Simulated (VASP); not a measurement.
Input of a VASP 6.6.1 run:

Contents of INCAR:

```
PREC = Accurate ; ENCUT = 600
EDIFF = 1E-7 ; ISMEAR = 0
SIGMA = 0.03 ; LREAL = False
LASPH = True ; NELM = 80
ALGO = Normal ; ISIF = 3
LWAVE = False ; LCHARG = False
GGA = CA ; IBRION = 2
NSW = 90 ; EDIFFG = -0.005
```

File KPOINTS:

```
regular mesh
0
Gamma
  14 14 14
```

POSCAR

```
BN                                      
1.0
    0.0000000000      1.7913651712      1.7913651712
    1.7913651712     -0.0000000000      1.7913651712
    1.7913651712      1.7913651712      0.0000000000
  B               N             
     1     1
Direct
     0.0000000000000000    0.0000000000000000    0.0000000000000000
     0.2500000000000000    0.2500000000000000    0.2500000000000000
```

Potentials or basis: VASP PAW LDA potentials, release 64 (B, N).

The run is started by

```sh
$ cat potpaw_LDA.64/B/POTCAR potpaw_LDA.64/N/POTCAR > POTCAR
$ mpirun -np 1 vasp_std > vasp.out
```

(1) Predict the band gap on the k mesh.

Results:

(1) 4.38 eV, indirect (least direct gap 8.81 eV).

Caveat: the relaxation stopped at its first step, so nothing moved.
